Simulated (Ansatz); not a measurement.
```
Na Cl
1.0
     0.00000    2.43094    2.43094
     2.43094    0.00000    2.43094
     2.43094    2.43094    0.00000
Na Cl
1 1
Cartesian
  0.0000 0.0000 0.0000
  2.4309 2.4309 2.4309
```

PBE in Ansatz, hard PAW set made for 700 eV, wave cutoff 700 eV, 4×4×4 mesh, fixed fractional positions. The pressure is 34.0 GPa and the gap on the mesh 7.08 eV.

Task: The cell is scaled evenly to 1.128 times its volume. What pressure and gap follow, and what mean bulk modulus do the two pressures imply?

Result: 19.2 GPa, gap 6.70 eV; B = −ΔP/Δln V ≈ 123 GPa over this range.

The cell is a model at fixed atoms and needn't be the relaxed known crystal. The mesh is coarse, so these values aren't converged.
